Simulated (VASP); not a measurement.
Wanted: the native input for a VASP 6.6.1 run.

- Task: optical spectrum
- Functional: PBE
- Potentials or basis: VASP PAW PBE potentials, release 64 (Ba_sv, Zr_sv, O)
- Cutoff: 520 eV
- k mesh: 6 × 6 × 6
- Occupations: gaussian, width 0.03 eV
- Spin: no spin polarisation
- Further INCAR settings: ALGO = Fast; EDIFF = 1e-06; NBANDS = 52

The structure of BaZrO3 lies in POSCAR:

```
BaZrO3                                  
1.0
    4.1893664087      0.0000000000      0.0000000000
    0.0000000000      4.1893664087      0.0000000000
    0.0000000000      0.0000000000      4.1893664087
  Ba              Zr              O             
     1     1     3
Direct
     0.0000000000000000    0.0000000000000000    0.0000000000000000
     0.5000000000000000    0.5000000000000000    0.5000000000000000
     0.0000000000000000    0.5000000000000000    0.5000000000000000
     0.5000000000000000    0.0000000000000000    0.5000000000000000
     0.5000000000000000    0.5000000000000000    0.0000000000000000
```

The input as run:

INCAR

```
SYSTEM = BaZrO3
PREC = Accurate
ENCUT = 520
EDIFF = 1E-6
ISMEAR = 0
SIGMA = 0.03
LREAL = .FALSE.
LASPH = .TRUE.
NELM = 80
ALGO = Fast
ISIF = 2
LWAVE = .FALSE.
LCHARG = .FALSE.
GGA = PE
LOPTICS = .TRUE.
NBANDS = 52
NEDOS = 1000
CSHIFT = 0.1
KPAR = 4
```

KPOINTS

```
regular mesh
0
G
  6 6 6
  0 0 0
```

Potentials or basis: VASP PAW PBE potentials, release 64 (Ba_sv, Zr_sv, O).

Command:

```bash
$ cat potpaw_PBE.64/Ba_sv/POTCAR potpaw_PBE.64/Zr_sv/POTCAR potpaw_PBE.64/O/POTCAR > POTCAR
$ mpirun -np 4 vasp_std > vasp.out
```

Results of the run:

| Quantity | Value |
| --- | --- |
| Pressure | 5.3 GPa |
| Band gap on the k mesh | 3.19 eV, indirect (least direct gap 3.41 eV) |

Caveat: spectra need much finer meshes, so this one isn't converged; independent-particle spectra lack excitons; spin-orbit coupling is left out, which moves the levels of the heavy elements.

Wall time 14 s on 4 MPI ranks on AMD EPYC 9R45 (Zen 5), on a shared host, peak memory 0.25 GiB a rank.
